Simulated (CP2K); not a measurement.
Here is a CP2K 2026.2 calculation.

File znse_scf.inp:

```
&GLOBAL
  PROJECT znse_scf
  RUN_TYPE ENERGY_FORCE
  PRINT_LEVEL LOW
&END GLOBAL
&FORCE_EVAL
  METHOD QS
  STRESS_TENSOR ANALYTICAL
  &DFT
    BASIS_SET_FILE_NAME BASIS_MOLOPT
    POTENTIAL_FILE_NAME GTH_POTENTIALS
    &MGRID
      CUTOFF 450
      REL_CUTOFF 60
      NGRIDS 5
    &END MGRID
    &QS
      METHOD GPW
      EPS_DEFAULT 1.0E-10
    &END QS
    &KPOINTS
      SCHEME MONKHORST-PACK 8 8 8
      GAMMA_CENTERED T
      SYMMETRY T
      SYMMETRY_BACKEND SPGLIB
    &END KPOINTS
    &SCF
      SCF_GUESS ATOMIC
      EPS_SCF 1.0E-6
      MAX_SCF 100
      ADDED_MOS 10
      CHOLESKY OFF
      EPS_EIGVAL 1.0E-7
      &DIAGONALIZATION ON
        ALGORITHM STANDARD
      &END DIAGONALIZATION
      &MIXING ON
        METHOD BROYDEN_MIXING
        ALPHA 0.4
        BETA 1.5
        NBUFFER 8
      &END MIXING
      &SMEAR ON
        METHOD FERMI_DIRAC
        ELECTRONIC_TEMPERATURE [K] 580.226
      &END SMEAR
    &END SCF
    &XC
      &XC_FUNCTIONAL PBE
      &END XC_FUNCTIONAL
    &END XC
    &PRINT
      &KPOINTS ON
      &END KPOINTS
      &MULLIKEN ON
      &END MULLIKEN
      &MO ON
        ENERGIES T
        OCCUPATION_NUMBERS T
        &EACH
          QS_SCF 0
        &END EACH
        ADD_LAST NUMERIC
      &END MO
      &LOWDIN ON
      &END LOWDIN
      &HIRSHFELD ON
        SHAPE_FUNCTION DENSITY
      &END HIRSHFELD
      &E_DENSITY_CUBE ON
        STRIDE 1
      &END E_DENSITY_CUBE
      &V_HARTREE_CUBE ON
        STRIDE 1
      &END V_HARTREE_CUBE
      &ELF_CUBE ON
        STRIDE 1
      &END ELF_CUBE
    &END PRINT
  &END DFT
  &SUBSYS
    &CELL
      ABC 4.0075983931 4.0075983930 4.0075983931
      ALPHA_BETA_GAMMA 60.0000000006 60.0000000006 60.0000000000
      PERIODIC XYZ
    &END CELL
    &COORD
      SCALED
      Se  0.7500000000 0.7500000000 0.7500000000
      Zn  0.0000000000 0.0000000000 0.0000000000
    &END COORD
    &KIND Se
      BASIS_SET DZVP-MOLOPT-SR-GTH-q6
      POTENTIAL GTH-PADE-q6
    &END KIND
    &KIND Zn
      BASIS_SET DZVP-MOLOPT-SR-GTH-q12
      POTENTIAL GTH-PADE-q12
    &END KIND
    &PRINT
      &ATOMIC_COORDINATES ON
      &END ATOMIC_COORDINATES
      &CELL ON
      &END CELL
    &END PRINT
  &END SUBSYS
  &PRINT
    &FORCES ON
    &END FORCES
    &STRESS_TENSOR ON
    &END STRESS_TENSOR
  &END PRINT
&END FORCE_EVAL
```

Potentials or basis: GTH_POTENTIALS Se GTH-PADE-q6, Zn GTH-PADE-q12; DZVP-MOLOPT-SR-GTH basis.

Launch:

```sh
$ OMP_NUM_THREADS=1 cp2k.psmp -i znse_scf.inp -o znse_scf.out
```

(1) What does it give for the Hirshfeld charges?

(2) Predict the band gap on the k mesh.

(3) Estimate the pressure.

Results:

(1) Se -0.22; Zn +0.22 e.

(2) 1.37 eV, direct.

(3) 1.4 GPa.

Caveat: the potentials were made for another functional, which shifts forces and pressure; the basis of atomic orbitals isn't converged, which shifts pressures, moduli and gaps.

**What was measured.**

From “Alloy Disordering Effects on the Thermal Conductivity and Energy Gap Temperature Dependence of Cd1−xZnxSe Ternary Crystals Grown by the Bridgman Method”, 2023, pmc:10253836, for a bulk crystal of ZnSe at 300 K: band gap 2.695 ± 0.003 eV (an exciton energy, a little under the gap).

Measured gap of ZnSe: 2.695 eV (an exciton energy, a little under the gap; 300 K; “Alloy Disordering Effects on the Thermal Conductivity and Energy Gap Temperature Dependence of Cd1−xZnxSe Ternary Crystals Grown by the Bridgman Method”, 2023, pmc:10253836). This calculation gives 1.37 eV (-1.32 eV). Spin-orbit coupling on Se is left out. The value is that of PBE in an atomic basis (GTH_POTENTIALS Se GTH-PADE-q6, Zn GTH-PADE-q12; DZVP-MOLOPT-SR-GTH basis), whose error adds to the functional's,, without temperature or zero-point motion. Semilocal functionals fall short of measured gaps as a rule.
